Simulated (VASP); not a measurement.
Runs of VASP 6.6.1 on KTaO3. It takes space group Pm-3m (No. 221, cubic). The conventional cell has a = 3.989 Å, b = 3.989 Å, c = 3.989 Å, α = 90.00°, β = 90.00°, γ = 90.00°. Around K (site symmetry m-3m) lie 12 O at 2.82 Å. Ta (site symmetry m-3m) has 6 O at 1.99 Å as nearest neighbours. Around O (site symmetry 4/mmm) lie 2 Ta at 1.99 Å. 

```tsv
task	level	potentials or basis	spin	cell	k mesh	cutoff (eV)	gap on the mesh (eV)	pressure (GPa)
band structure	TB-mBJ	VASP PAW PBE potentials, release 64 (K_sv, Ta_pv, O)	off	Pm-3m, 12.7 Å³/atom	8 × 8 × 8	520	3.50	-
relaxation of cell and atoms	PBEsol	VASP PAW PBE potentials, release 64 (K_sv, Ta_pv, O)	off	relaxed	8 × 8 × 8	600	2.09	0.0
band structure	r2SCAN	VASP PAW PBE potentials, release 64 (K_sv, Ta_pv, O)	off	Pm-3m, 12.7 Å³/atom	8 × 8 × 8	520	(a)	(b)
band structure	LDA	VASP PAW LDA potentials, release 64 (K_sv, Ta_pv, O)	off	Pm-3m, 12.7 Å³/atom	8 × 8 × 8	520	2.02	-4.6
```

Alike in all rows: smearing gaussian 0.03 eV.

Estimate the missing entries.

(a) 2.60; (b) 1.1.

Caveats: spin-orbit coupling is left out, which moves the levels of the heavy elements; the PAW data sets were made with another functional, which shifts forces and pressure a little (some runs).

A k mesh can miss the band edges, and the runs leave out spin-orbit coupling on Ta.

Runs at the PBE level aren't shown here.
